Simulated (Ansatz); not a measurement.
# Si2Mo (P6_222) in Ansatz: reference runs

Aim: a first look at Si2Mo with PBEsol, on the cell as given and on a disturbed one.

Program: Ansatz 0.2.0. These are calculated values, not measurements. Logs are shortened: lines on timing, memory, paths and dates and some standing lists are left out, and cuts for length are marked.

## (1) Starting point

Symmetry: P6_222, No. 180, hexagonal system. The conventional cell has a = 4.585 Å, b = 4.585 Å, c = 6.580 Å, α = 90.00°, β = 90.00°, γ = 120.00°. Mo (site symmetry 222) is surrounded by 10 Si at 2.57 to 2.67 Å. Around Si (site symmetry 2) lie 5 Si at 2.55 to 2.67 Å and 5 Mo at 2.57 to 2.67 Å.

Measurements of this composition are mostly on another form, of space group No. 139.

## (2) Single point, PBEsol

Input file input.yaml:

```yaml
crystal:
  lattice:
    - [4.5854715599, 0.0, 0.0]
    - [-2.29273578, 3.9711348592, 0.0]
    - [0.0, 0.0, 6.5797601]
  atoms:
    - { symbol: Mo, position: [0.5, 0.5, 0.8333333333] }
    - { symbol: Mo, position: [0.0, 0.5, 0.1666666667] }
    - { symbol: Mo, position: [0.5, 0.0, 0.5] }
    - { symbol: Si, position: [0.16387298, 0.32774596, 0.5] }
    - { symbol: Si, position: [0.67225404, 0.83612702, 0.1666666667] }
    - { symbol: Si, position: [0.83612702, 0.16387298, 0.8333333333] }
    - { symbol: Si, position: [0.83612702, 0.67225404, 0.5] }
    - { symbol: Si, position: [0.32774596, 0.16387298, 0.1666666667] }
    - { symbol: Si, position: [0.16387298, 0.83612702, 0.8333333333] }
hamiltonian:
  xc: pbesol
  pseudopotentials: { kind: paw }
kpoints:
  mp_grid: { grid: [7, 7, 4] }
scf:
  occupations: { method: fermi_dirac, width: 0.05 }
output:
  forces: true
  stress: true
  eigenvalues: true
```

Potentials or basis: Ansatz PAW.

Command:

```console
$ ansatz run input.yaml --threads 4 --pin off --max-ram 11264MiB --backend cpu --events-out ev --progress --plain --runs-dir out
```

Output:

```text
Warning: RAYON_NUM_THREADS=4 ignored (pool sized by the plan → 4); use --threads N
Engine: ansatz 0.2.0, x86_64-unknown-linux-gnu
Pseudopotentials: kind: paw
Pseudopotential: Mo, paw, valence charge 14, recommended cutoff 420 eV (normal), Mo.paw.azcp
Pseudopotential: Si, paw, valence charge 4, recommended cutoff 420 eV (normal), Si.paw.azcp
Functional definition: PBEsol
  exchange = pbesol_x
  correlation = pbesol_c
Crystal: 9 atoms, lattice volume = 119.814 Å³
Basis set: ecut = 420 eV, 2331 PW (Γ), exchange–correlation on 64×64×90 points (8 copies of the dense FFT grid, shifted against one another)
Bands: 42, of which v1, the nominal top of the filled ones, is band 33 counted from 1 (32 counted from 0)
Symmetry: 12 space group operations
Space group: P6222 (ITA 180), of the structure as read, at distance tolerance 4.9e-5 Å
k-points: 24 of 196 (time reversal used)
Non-local potential: Mo, projectors of the file, l = 0: 3, l = 1: 2, l = 2: 2, l = 3: 1
Non-local potential: Si, projectors of the file, l = 0: 2, l = 1: 2, l = 2: 2
PAW form: soft (Blöchl's): semilocal exchange-correlation on the pseudo side does not see the compensation charge
PAW frozen core: Mo, regenerated for the run's functional, and the local potential with it (the file was generated under x = pbe(κ = 0.804, μ = 0.2195149727645171), c = pbe(β = 0.06672455060314922))
PAW frozen core: Si, regenerated for the run's functional, and the local potential with it (the file was generated under x = pbe(κ = 0.804, μ = 0.2195149727645171), c = pbe(β = 0.06672455060314922))
PAW one-centre angular grid: Mo, 590 points (default); XC on 64 Gauss nodes
PAW one-centre angular grid: Si, 110 points (default); XC on 64 Gauss nodes
Initial density: superposition of atomic densities (neutral atoms: chi_scale 0, normalization atom), corrected by the library's trained network
Initial wavefunctions: pseudopotential atomic-orbital guess
Functional: x = pbesol(κ = 0.804, μ = 0.12345679012345678), c = pbesol(β = 0.046)
SCF iter   1: F=—  HF=-18426.550768 eV  |F-HF|=—  |Δ(HF+E_count)|=         —  Δρ=6.61e-3  dr2=4.47e-2  ethr=1.77e-3  ⟨swp⟩=7.6  Hψ=4431  notcnv=0
preconditioner: auto → Resta (q_TF=auto, 2.470 Å⁻¹)  ε∞=10.3  [insulator: Δε(μ)=0.274 eV  Ē_g=7.218 eV  σ=0.050 eV  W_gap=0.88  n_scr=22 (ndim 8)  ℏωp=22.0 eV  f_vac=0.000  D(μ)=0.15/eV (n_scr^D=0)  ε∞_Penn≈10.3]
SCF iter   2: F=—  HF=-18426.547054 eV  |F-HF|=—  |Δ(HF+E_count)|=   3.71e-3  Δρ=3.44e-3  dr2=8.67e-3  ethr=6.77e-5  ⟨swp⟩=1.3  Hψ=1215  notcnv=0
SCF iter   3: F=—  HF=-18426.546011 eV  |F-HF|=—  |Δ(HF+E_count)|=   1.04e-3  Δρ=5.27e-4  dr2=2.88e-4  ethr=1.31e-5  ⟨swp⟩=2.6  Hψ=1404  notcnv=0
SCF iter   4: F=—  HF=-18426.545976 eV  |F-HF|=—  |Δ(HF+E_count)|=   3.47e-5  Δρ=6.79e-5  dr2=2.84e-6  ethr=4.36e-7  ⟨swp⟩=2.4  Hψ=1363  notcnv=0
SCF iter   5: F=—  HF=-18426.545875 eV  |F-HF|=—  |Δ(HF+E_count)|=   1.01e-4  Δρ=8.75e-6  dr2=4.20e-8  ethr=1.52e-10  ⟨swp⟩=8.5  Hψ=5003  notcnv=0
SCF iter   6: F=-18426.545875 eV  HF=-18426.545875 eV  |F-HF|=8.29e-10  |Δ(HF+E_count)|=   2.80e-9  Δρ=1.29e-6  dr2=1.82e-9  ethr=6.37e-11  ⟨swp⟩=2.0  Hψ=2870  notcnv=0
SCF 1 converged in 6 iterations: F = -18426.545875 eV  dr2 = 1.82e-9
SCF converged after 6 iterations
Free energy (F): -18426.545875 eV
Harris-Foulkes:  -18426.545875 eV  (|F-HF|=8.29e-10)
Internal energy: -18426.544050 eV  (E = F + TS)
E sigma→0 (E₀):  -18426.544962 eV
Entropy (-TS):   -0.001825 eV (-0.203 meV/atom)
Fermi energy:    16.590981 eV
--- Per-component energies (eV) ---
  E_band       = -132.271220
  E_kinetic    = 1596.675634
  E_local      = -3430.547606  (includes V_loc(G=0)·N_el)
  E_nonlocal   = 585.049301
  E_hartree    = 1277.156477
  E_xc         = -890.662167
  E_vxc        = -986.778940  (∫ρ·V_xc dr)
  E_paw        = -12425.438658  (= ΣΔE_a)
  E_vpaw       = -450.984449  (= ΣTr[D̂ρ^β])
  E_aug_tail   = 0.000116  (compensation charges beyond the density's cutoff)
  E_ewald      = -5139.594408
  E_core_change = 0.817262  (= ΣΔE_core)
  E_smearing   = -0.001825  (= −TS)
  E_closure    = -0.000000  (closes the sum)
  Σ components = -18426.545875   (vs F -18426.545875, Δ=0.00e0)
--- Forces (eV/Å), atoms counted from 1 ---
  atom   1  Mo     0.00000000     0.00000000     0.00000000
  atom   2  Mo    -0.00000000     0.00000000    -0.00000000
  atom   3  Mo     0.00000000     0.00000000     0.00000000
  atom   4  Si    -0.00000000     0.04120309    -0.00000000
  atom   5  Si    -0.03568293    -0.02060155     0.00000000
  atom   6  Si    -0.03568293     0.02060155    -0.00000000
  atom   7  Si     0.00000000    -0.04120309    -0.00000000
  atom   8  Si     0.03568293     0.02060155     0.00000000
  atom   9  Si     0.03568293    -0.02060155    -0.00000000
  max |Σ_I F_I| component: 1.32e-16 eV/Å
--- Stress (GPa, compression-positive) ---
       -1.462262      -0.000000      -0.000000
        0.000000      -1.462262      -0.000000
       -0.000000       0.000000      -1.560676
  P = ⅓ Tr σ = -1.4951 GPa (-14.951 kbar)
--- Band table (eV; the first three rows and the last of 24) ---
  k-point 0: bands = ["-44.4849", "-44.4542", "-44.4542", "-18.7546", "-18.7530", "-18.7530", "-18.7456", "-18.7456", "-18.6579", "-18.5955", "-18.5955", "-18.5788", "2.5025", "5.5901", "5.5901", "9.2410", "9.9597", "9.9597", "10.4829", "10.4829", "11.3093", "11.6176", "11.6176", "11.9496", "12.8697", "12.8697", "13.3123", "13.3123", "13.5240", "13.5240", "13.8222", "14.4541", "15.7370", "18.5454", "18.9196", "18.9196", "19.0284", "19.0625", "19.3187", "19.3187", "19.5377", "19.5377"]
  k-point 1: bands = ["-44.4821", "-44.4644", "-44.4468", "-18.7915", "-18.7566", "-18.7466", "-18.7333", "-18.6980", "-18.6597", "-18.6322", "-18.5955", "-18.5661", "2.7321", "4.3960", "6.7742", "9.4233", "9.8474", "10.0395", "10.1105", "10.8463", "10.9752", "11.2182", "11.3364", "11.4656", "13.0164", "13.0783", "13.1986", "13.4463", "13.7437", "14.1416", "14.1635", "14.5097", "16.1258", "18.5906", "18.6535", "18.8261", "18.9979", "19.0622", "19.0902", "19.1258", "19.3992", "19.4021"]
  k-point 2: bands = ["-44.4746", "-44.4746", "-44.4441", "-18.8052", "-18.7608", "-18.7324", "-18.7324", "-18.6570", "-18.6570", "-18.6400", "-18.6400", "-18.5551", "3.3925", "3.3925", "7.4987", "9.2404", "9.8422", "9.8422", "9.9762", "10.8204", "10.8204", "11.3082", "11.3082", "11.4416", "12.9454", "12.9800", "12.9800", "13.0042", "14.2405", "14.2405", "14.4627", "15.8298", "15.8298", "18.4087", "18.8368", "18.8368", "18.8411", "19.1282", "19.1717", "19.1717", "19.2804", "19.2804"]
  k-point 23: bands = ["-44.4741", "-44.4620", "-44.4564", "-18.8021", "-18.7915", "-18.7850", "-18.7136", "-18.6969", "-18.6838", "-18.5963", "-18.5928", "-18.5549", "5.2381", "5.3377", "5.9767", "6.8816", "7.1693", "8.3931", "10.3333", "10.4973", "11.0857", "11.7341", "12.6717", "12.7157", "13.1182", "13.1273", "13.3107", "13.4400", "14.3312", "14.7154", "14.9277", "15.2589", "16.0280", "17.1471", "17.5782", "17.7618", "18.2869", "18.3993", "18.5675", "18.7052", "19.1307", "19.8092"]
```

Run time: 4.8 s. Hardware: 4 threads of AMD EPYC 7R43 (Zen 3), shared host; peak memory 0.48 GiB.

Results:

```yaml
Free_energy: -18426.5459 eV
Pressure: -1.5 GPa
Largest_force: 0.041 eV/Å
Band_gap_on_the_k_mesh: 0.26 eV, indirect (least direct gap 0.62 eV)
```

Forces in eV/Å, atoms in the order of the input:
```
Mo   0.000  0.000  0.000
Mo   0.000  0.000  0.000
Mo   0.000  0.000  0.000
Si   0.000  0.041  0.000
Si  -0.036 -0.021  0.000
Si  -0.036  0.021  0.000
Si   0.000 -0.041  0.000
Si   0.036  0.021  0.000
Si   0.036 -0.021  0.000
```

Caveat: odd divisions of the mesh miss points on the zone boundary, where band edges often lie, so the gap on the mesh can be too wide; the PAW data sets come from PBE, with cores solved anew for the run's functional, which leaves a small shift of forces and pressure.

## (3) Single point, PBEsol (atoms moved at random, drawn with an rms of 0.05 Å)

Input file input.yaml:

```yaml
crystal:
  lattice:
    - [4.5854715599, 0.0, 0.0]
    - [-2.29273578, 3.9711348592, 0.0]
    - [0.0, 0.0, 6.5797601]
  atoms:
    - { symbol: Mo, position: [0.51437, 0.508672, 0.830883] }
    - { symbol: Mo, position: [-0.000203, 0.512057, 0.169228] }
    - { symbol: Mo, position: [0.501273, -0.011165, 0.500699] }
    - { symbol: Si, position: [0.159299, 0.326528, 0.490466] }
    - { symbol: Si, position: [0.680001, 0.837149, 0.158473] }
    - { symbol: Si, position: [0.833315, 0.168262, 0.834037] }
    - { symbol: Si, position: [0.831339, 0.675271, 0.495928] }
    - { symbol: Si, position: [0.331207, 0.16037, 0.163171] }
    - { symbol: Si, position: [0.159485, 0.83064, 0.833635] }
hamiltonian:
  xc: pbesol
  pseudopotentials: { kind: paw }
kpoints:
  mp_grid: { grid: [7, 7, 4] }
scf:
  occupations: { method: fermi_dirac, width: 0.05 }
output:
  forces: true
  stress: true
  eigenvalues: true
  write_density: true
  write_potential: true
  elf: true
  volumetric_format: npy
```

Potentials or basis: Ansatz PAW.

Command:

```console
$ ansatz run input.yaml --threads 4 --pin off --max-ram 11264MiB --backend cpu --events-out ev --progress --plain --runs-dir out
```

Output:

```text
Warning: RAYON_NUM_THREADS=4 ignored (pool sized by the plan → 4); use --threads N
[... 7 set-up lines as earlier in the session ...]
Crystal: 9 atoms, lattice volume = 119.814 Å³
Basis set: ecut = 420 eV, 2331 PW (Γ), exchange–correlation on 64×64×90 points (8 copies of the dense FFT grid, shifted against one another)
Bands: 42, of which v1, the nominal top of the filled ones, is band 33 counted from 1 (32 counted from 0)
Symmetry: 1 space group operations
Space group: P1 (ITA 1), of the structure as read, at distance tolerance 4.9e-5 Å
k-points: 99 of 196 (time reversal used)
[... 10 set-up lines as earlier in the session ...]
SCF iter   1: F=—  HF=-18426.376807 eV  |F-HF|=—  |Δ(HF+E_count)|=         —  Δρ=6.66e-3  dr2=4.76e-2  ethr=1.77e-3  ⟨swp⟩=7.4  Hψ=18248  notcnv=0
preconditioner: auto → Kerker (q_TF=auto, 2.470 Å⁻¹)  [metal: Δε(μ)=0.077 eV  Ē_g=7.211 eV  σ=0.050 eV  W_gap=0.35  n_scr=22 (ndim 8)  ℏωp=22.0 eV  f_vac=0.000  D(μ)=0.31/eV (n_scr^D=0)]
SCF iter   2: F=—  HF=-18426.373255 eV  |F-HF|=—  |Δ(HF+E_count)|=   3.55e-3  Δρ=3.58e-3  dr2=1.17e-2  ethr=7.21e-5  ⟨swp⟩=1.2  Hψ=4978  notcnv=0  defer=3
SCF iter   3: F=—  HF=-18426.371636 eV  |F-HF|=—  |Δ(HF+E_count)|=   1.62e-3  Δρ=4.70e-4  dr2=4.05e-4  ethr=1.77e-5  ⟨swp⟩=2.8  Hψ=5965  notcnv=0  defer=3
SCF iter   4: F=—  HF=-18426.371565 eV  |F-HF|=—  |Δ(HF+E_count)|=   7.05e-5  Δρ=9.27e-5  dr2=1.50e-5  ethr=6.14e-7  ⟨swp⟩=2.4  Hψ=5688  notcnv=0  defer=3
SCF iter   5: F=—  HF=-18426.371525 eV  |F-HF|=—  |Δ(HF+E_count)|=   4.07e-5  Δρ=1.52e-5  dr2=5.01e-7  ethr=2.27e-8  ⟨swp⟩=2.1  Hψ=5697  notcnv=0  defer=3
SCF iter   6: F=-18426.371525 eV  HF=-18426.371525 eV  |F-HF|=1.73e-8  |Δ(HF+E_count)|=   7.98e-8  Δρ=2.78e-6  dr2=2.12e-8  ethr=1.52e-10  ⟨swp⟩=13.3  Hψ=27400  notcnv=0
SCF 1 converged in 6 iterations: F = -18426.371525 eV  dr2 = 2.12e-8
SCF converged after 6 iterations
Free energy (F): -18426.371525 eV
Harris-Foulkes:  -18426.371525 eV  (|F-HF|=1.73e-8)
Internal energy: -18426.368511 eV  (E = F + TS)
E sigma→0 (E₀):  -18426.370018 eV
Entropy (-TS):   -0.003013 eV (-0.335 meV/atom)
Fermi energy:    16.541099 eV
--- Per-component energies (eV) ---
  E_band       = -132.455025
  E_kinetic    = 1597.264237
  E_local      = -3435.997211  (includes V_loc(G=0)·N_el)
  E_nonlocal   = 585.370310
  E_hartree    = 1279.487037
  E_xc         = -890.821208
  E_vxc        = -986.976839  (∫ρ·V_xc dr)
  E_paw        = -12425.526472  (= ΣΔE_a)
  E_vpaw       = -451.092437  (= ΣTr[D̂ρ^β])
  E_aug_tail   = 0.000125  (compensation charges beyond the density's cutoff)
  E_ewald      = -5136.962591
  E_core_change = 0.817262  (= ΣΔE_core)
  E_smearing   = -0.003013  (= −TS)
  E_closure    = 0.000000  (closes the sum)
  Σ components = -18426.371525   (vs F -18426.371525, Δ=0.00e0)
--- Forces (eV/Å), atoms counted from 1 ---
  atom   1  Mo    -0.87831843    -0.80841650     0.21247709
  atom   2  Mo     0.75451119    -0.94512976    -0.62339681
  atom   3  Mo    -0.66493743     0.89746002    -0.42705385
  atom   4  Si     0.31182161    -0.01192271     0.70175000
  atom   5  Si    -0.43323815     0.16750085     0.57239765
  atom   6  Si     0.32782686     0.06894734    -0.22860531
  atom   7  Si     0.31186654    -0.12310840     0.21193325
  atom   8  Si     0.02766004     0.36485201     0.08547366
  atom   9  Si     0.24280285     0.38980626    -0.50497529
  max |Σ_I F_I| component: 1.09e-5 eV/Å
--- Stress (GPa, compression-positive) ---
       -0.659034      -0.104078       0.710128
       -0.104079      -0.712009      -0.203793
        0.710128      -0.203793      -0.988157
  P = ⅓ Tr σ = -0.7864 GPa (-7.864 kbar)
--- Band table (eV; the first three rows and the last of 99) ---
  k-point 0: bands = ["-44.4894", "-44.4629", "-44.4400", "-18.7827", "-18.7606", "-18.7546", "-18.7472", "-18.7302", "-18.6557", "-18.6190", "-18.5833", "-18.5635", "2.4976", "5.5399", "5.6419", "9.2341", "9.9150", "9.9691", "10.3970", "10.5391", "11.2942", "11.5658", "11.6760", "11.9645", "12.8106", "12.9137", "13.2566", "13.3723", "13.4611", "13.5886", "13.8316", "14.4582", "15.7364", "18.5069", "18.7465", "18.8850", "18.9907", "19.0283", "19.3059", "19.4169", "19.5345", "19.6454"]
  k-point 1: bands = ["-44.4874", "-44.4666", "-44.4382", "-18.8030", "-18.7678", "-18.7484", "-18.7322", "-18.7002", "-18.6588", "-18.6376", "-18.5919", "-18.5573", "2.7254", "4.3989", "6.7739", "9.4124", "9.8244", "10.0306", "10.0919", "10.8113", "10.9635", "11.2223", "11.3339", "11.5130", "13.0135", "13.0681", "13.2020", "13.4421", "13.7535", "14.0869", "14.2144", "14.5194", "16.1224", "18.4496", "18.5878", "18.7349", "18.9538", "19.0668", "19.0968", "19.2141", "19.3499", "19.4558"]
  k-point 2: bands = ["-44.4848", "-44.4707", "-44.4368", "-18.8152", "-18.7707", "-18.7359", "-18.7314", "-18.6676", "-18.6580", "-18.6505", "-18.6181", "-18.5499", "3.2980", "3.4841", "7.4957", "9.2355", "9.7775", "9.8571", "9.9709", "10.7716", "10.8466", "11.2364", "11.3443", "11.5070", "12.9223", "12.9712", "12.9822", "13.0240", "14.2129", "14.2781", "14.4706", "15.7719", "15.8730", "18.3175", "18.6429", "18.6905", "18.8796", "18.9969", "19.2169", "19.2482", "19.3320", "19.3562"]
  k-point 98: bands = ["-44.4816", "-44.4691", "-44.4409", "-18.8093", "-18.7977", "-18.7668", "-18.7397", "-18.6883", "-18.6661", "-18.6352", "-18.5702", "-18.5539", "4.0478", "5.4769", "6.3006", "7.0325", "8.2952", "8.6684", "9.9683", "10.4116", "11.4403", "11.9763", "12.1929", "12.6853", "13.0506", "13.3353", "13.4272", "13.5177", "13.8921", "14.0941", "14.6785", "15.3621", "15.6876", "17.0326", "17.3335", "17.6129", "17.8889", "18.1683", "18.6611", "19.2194", "19.4411", "19.8244"]
```

rho_z.tsv:

```text
# z_ang	rho[e/angstrom^3]
# format = ansatz-planar-average/11
# lattice	4.585471560	0.000000000	0.000000000
# lattice	-2.292735780	3.971134859	0.000000000
# lattice	0.000000000	0.000000000	6.579760100
# sites	9
# site	42	1.192378512	2.020005111	5.467010811
# site	42	-1.174942256	2.033447403	1.113479642
# site	42	2.324171480	-0.044337721	3.294479302
# site	14	-0.018181395	1.296686723	3.227148617
# site	14	1.198763781	3.324431576	1.042714322
# site	14	3.435361925	0.668191094	5.487763375
# site	14	2.263863358	2.681592208	3.263087267
# site	14	1.151054242	0.636850897	1.073626035
# site	14	-1.173124117	3.298583459	5.485118311
0.000000	3.057421e-1
0.146217	3.186048e-1
0.292434	3.602774e-1
0.438651	4.388252e-1
0.584868	5.504077e-1
0.731084	6.723276e-1
[... 37 lines left out ...]
6.287326	3.578933e-1
6.433543	3.169957e-1
```

It took 18 s on 4 threads of AMD EPYC 7R43 (Zen 3), shared host; peak memory 0.71 GiB.

Results:

```
Free energy            : -18426.3715 eV
Pressure               : -0.8 GPa
Largest force          : 1.361 eV/Å
Band gap on the k mesh : 0.05 eV, indirect (least direct gap 0.53 eV)
```

Forces in eV/Å, atoms in the order of the input:
```
Mo  -0.878 -0.808  0.212
Mo   0.755 -0.945 -0.623
Mo  -0.665  0.897 -0.427
Si   0.312 -0.012  0.702
Si  -0.433  0.168  0.572
Si   0.328  0.069 -0.229
Si   0.312 -0.123  0.212
Si   0.028  0.365  0.085
Si   0.243  0.390 -0.505
```

Stress tensor (GPa, compression positive):
```
-0.66 -0.10  0.71
-0.10 -0.71 -0.20
 0.71 -0.20 -0.99
```

Caveat: odd divisions of the mesh miss points on the zone boundary, where band edges often lie, so the gap on the mesh can be too wide; the PAW data sets come from PBE, with cores solved anew for the run's functional, which leaves a small shift of forces and pressure.
